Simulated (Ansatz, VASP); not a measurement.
## Two plane-wave programs on CdSe

Contents of INCAR:

```
ALGO = Normal
EDIFF = 1E-7
ENCUT = 520
GGA = PS
ISIF = 2
ISMEAR = 0
LASPH = True
LCHARG = False
LREAL = False
LWAVE = False
NBANDS = 16
NELM = 100
PREC = Accurate
SIGMA = 0.05
```

KPOINTS

```
k-points
0
Gamma
  10 10 10
```

Contents of POSCAR:

```
CdSe
1.0
   -0.2230800596      2.8892441262      3.0413096065
    3.0413096065     -0.2230800596      3.0413096065
    2.8182295469      2.6661640665      0.0000000000
Cd Se
1 1
Direct
    0.0000000000      0.0000000000      0.0000000000
    0.7500000000      0.7500000000      0.7500000000
```

Input for Ansatz:

```yaml
crystal:
  lattice:
    - [-0.2230800596, 2.8892441262, 3.0413096065]
    - [3.0413096065, -0.2230800596, 3.0413096065]
    - [2.8182295469, 2.6661640665, 0.0]
  atoms:
    - { symbol: Cd, position: [0.0, 0.0, 0.0] }
    - { symbol: Se, position: [0.75, 0.75, 0.75] }
basis:
  ecutwfc: 420
kpoints:
  mp_grid: { grid: [10, 10, 10] }
hamiltonian:
  xc: pbesol
scf:
  occupations: { method: gaussian, width: 0.05 }
output:
  forces: true
  stress: true
  eigenvalues: true
```

Change from the starting cell: engineering shear strain xz -0.1467, normal strain along z -0.0500.

Alike in both runs: task single point; functional PBEsol; k mesh 10 × 10 × 10; occupations gaussian, width 0.05 eV; no spin polarisation.

|  | VASP | Ansatz |
| --- | --- | --- |
| version | VASP 6.6.1 | Ansatz 0.2.0 |
| potentials or method | VASP PAW PBE potentials, release 64 (Cd, Se) | scalar-relativistic, plane waves, PAW |
| plane-wave cutoff (eV) | 520 | 420 |
| valence electrons in the cell | 18 | 36 |

VASP gave:

- gap on the k mesh at the Fermi level (eV): 0.20
- least direct gap on the mesh (eV): 0.20
- pressure (GPa): 5.5
- largest component of the traceless stress (GPa): 8.74
- rms of the force components (eV/Å): 0.793

Task: Estimate Ansatz's values.

Result: gap on the k mesh at the Fermi level (eV): 0.20; least direct gap on the mesh (eV): 0.20; pressure (GPa): 5.0; largest component of the traceless stress (GPa): 8.53; rms of the force components (eV/Å): 0.762.

Atom by atom the forces differ by 0.031 eV/Å (rms over components). The two sets of potentials don't hold the same shells in valence.

Caveats: the PAW data sets were made with another functional, which shifts forces and pressure a little (VASP).
